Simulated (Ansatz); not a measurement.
Crystal: I.

```
I
1.0
     0.00000    2.36560    3.90984
     2.19225    0.00000    3.90984
     2.19225    2.36560    0.00000
I
1
Cartesian
  0.0000 0.0000 0.0000
```

Base run:

- Program: Ansatz 0.2.0
- Functional: LDA
- Potentials or basis: Ansatz PAW
- Cutoff: 420 eV
- Density cutoff: 1680 eV
- k mesh: 9 × 9 × 9
- Occupations: fermi-dirac, width 0.05 eV
- Spin: no spin polarisation

Its results: band gap on the k mesh none (metal or under the smearing width); pressure -2.3 GPa.

The run is repeated on the same cell with these changes: spin from no spin polarisation to spin-orbit coupling, no magnetisation; potential files from those of the base run to others of the same set. What comes out?

Band gap on the k mesh none (metal or under the smearing width); pressure -1.8 GPa.

Caveats: the PAW data sets come from PBE, with cores solved anew for the run's functional, which leaves a small shift of forces and pressure; an odd number of electrons without spin polarisation forces a metal (some runs); a magnetic or distorted state may lie lower (some runs).

Not every run made on this cell is shown here.
